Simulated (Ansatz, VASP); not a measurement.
# One calculation of HfN, two programs

File INCAR:

```
SYSTEM = HfN
  PREC = Accurate
  ENCUT = 520
  EDIFF = 1E-6
  ISMEAR = 0
  SIGMA = 0.15
  LREAL = .FALSE.
  LASPH = .TRUE.
  NELM = 80
  ALGO = Normal
  ISIF = 2
  LWAVE = .FALSE.
  LCHARG = .TRUE.
  GGA = PE
  LELF = .TRUE.
  LVHAR = .TRUE.
  NBANDS = 14
```

Contents of KPOINTS:

```
Automatic mesh
0
G
  18 18 18
  0 0 0
```

The input POSCAR:

```
HfN
1.0
    0.0000000000      2.3719500000      2.3719500000
    2.3719500000      0.0000000000      2.3719500000
    2.3719500000      2.3719500000      0.0000000000
Hf N
1 1
Direct
    0.0000000000      0.0000000000      0.0000000000
    0.5000000000      0.5000000000      0.5000000000
```

Input for Ansatz:

```yaml
crystal:
  lattice:
    - [0.0, 2.37195, 2.37195]
    - [2.37195, 0.0, 2.37195]
    - [2.37195, 2.37195, 0.0]
  atoms:
    - { symbol: Hf, position: [0.0, 0.0, 0.0] }
    - { symbol: "N", position: [0.5, 0.5, 0.5] }
basis:
  ecutwfc: 420
kpoints:
  mp_grid: { grid: [18, 18, 18] }
hamiltonian:
  xc: pbe
scf:
  occupations: { method: gaussian, width: 0.15 }
output:
  forces: true
  stress: true
  eigenvalues: true
```

Change from the starting cell: strain +0.050 along x and y, +0.050 along z, atoms carried along.

Alike in both runs: task single point; functional PBE; k mesh 18 × 18 × 18; occupations gaussian, width 0.15 eV; no spin polarisation.

|  | VASP | Ansatz |
| --- | --- | --- |
| version | VASP 6.6.1 | Ansatz 0.2.0 |
| potentials or method | VASP PAW PBE potentials, release 64 (Hf_pv, N) | scalar-relativistic, plane waves, PAW |
| plane-wave cutoff (eV) | 520 | 420 |
| valence electrons in the cell | 15 | 31 |

```tsv
	VASP	Ansatz	Ansatz less VASP
gap on the k mesh at the Fermi level (eV)	none	none	-
pressure (GPa)	-27.2	-25.4	+1.83
```

A gap of «none» marks a metal or a gap that the smearing closes. The two sets of potentials don't hold the same shells in valence.

Caveats: so large a pressure means that the cell lies far from this level's equilibrium, or that cutoff or potentials fall short (VASP). Spin-orbit coupling is left out, which matters for the levels of Hf.
